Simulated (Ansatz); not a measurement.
Input and command of a plane-wave DFT calculation in Ansatz:

```yaml
crystal:
  lattice:
    - [1.45, -4.065, 0.0018125]
    - [1.45, 4.065, 0.0018125]
    - [0.0039625, 0.0, 3.17]
  atoms:
    - { symbol: Ga, position: [0.867, 0.133, 0.25] }
    - { symbol: Ga, position: [0.133, 0.867, 0.75] }
basis:
  ecutwfc: 420
kpoints:
  mp_grid: { grid: [18, 18, 16] }
hamiltonian:
  xc: pbesol
scf:
  occupations: { method: gaussian, width: 0.15 }
output:
  forces: true
  stress: true
  eigenvalues: true
```

```bash
ansatz run input.yaml --threads 1 --pin off --max-ram 2560MiB --backend cpu --events-out ev --progress --plain --runs-dir out
```

Processor: Arm Neoverse V1, 1 thread, on a host shared with other jobs.

**Question.** Estimate time, memory and problem size.

**Answer.** About 52 s on 1 thread of Arm Neoverse V1 (shared host), peak memory 0.91 GiB. It solves 17 bands at 1379 k points (the mesh reduced by symmetry) with about 729 plane waves, in 7 SCF iterations.
